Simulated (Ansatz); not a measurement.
Wanted: the native input for an Ansatz 0.2.0 run.

```yaml
Task: relaxation of cell and atoms
Functional: PBE
Potentials_or_basis: Ansatz PAW
Cutoff: "420 eV (not typed: the program's choice for these potentials)"
k_mesh: 8 × 8 × 5
Occupations: fermi-dirac, width 0.05 eV
Spin: collinear spin, ferromagnetic start
Starting_moments: "[7.0, 7.0] μB"
Target_pressure_GPa: 0
```

Gd:

```xyz
2
Lattice="3.6360 0.0000 0.0000 -1.8180 3.1489 0.0000 0.0000 0.0000 5.7826" Properties=species:S:1:pos:R:3 pbc="T T T"
Gd    1.8180    1.0496    4.3369
Gd    0.0000    2.0992    1.4457
```

One way to write it, as run:

input.yaml

```yaml
crystal:
  lattice:
    - [3.636, 0.0, 0.0]
    - [-1.818, 3.1488683682, 0.0]
    - [0.0, 0.0, 5.7826]
  atoms:
    - { symbol: Gd, position: [0.6666666667, 0.3333333333, 0.75], spin: 7.0 }
    - { symbol: Gd, position: [0.3333333333, 0.6666666667, 0.25], spin: 7.0 }
hamiltonian:
  xc: pbe
  pseudopotentials: { kind: paw }
magnetization:
  spin_polarized: true
kpoints:
  mp_grid: { grid: [8, 8, 5] }
scf:
  occupations: { method: fermi_dirac, width: 0.05 }
output:
  forces: true
  stress: true
  eigenvalues: true
relax:
  f_tol: 0.01
  max_steps: 40
  cell: { stress_tol: 0.05 }
```

Potentials or basis: Ansatz PAW.

Command:

```console
$ ansatz run input.yaml --threads 2 --pin off --max-ram 5632MiB --backend cpu --events-out ev --progress --plain --runs-dir out
```

Results of the run:

```yaml
Relaxed_volume: 33.66 Å³/atom
Relaxed_cell: a = 3.649 Å, b = 3.649 Å, c = 5.837 Å, α = 90.00°, β = 90.00°, γ = 120.00°
Space_group_after_relaxing_to_0.05_Å: P6_3/mmc (No. 194)
Energy_gained_by_relaxing: 1.1 meV/atom
Ionic_steps: 4
Pressure_after_relaxing: 0.0 GPa
Band_gap_on_the_k_mesh: none (metal or under the smearing width)
Net_moment: 15.25 μB per cell
Absolute_moment: 15.25 μB per cell
Site_moments: Gd +7.35 μB
```

Caveat: the plane-wave basis is chosen anew once the cell has moved, so the energies of steps on either side of that aren't comparable; spin-orbit coupling is left out, which moves the levels of the heavy elements.

Run time: 5.6 s on 2 threads of AMD EPYC 9R45 96-Core Processor (Zen 5) (shared host), peak memory 0.47 GiB.
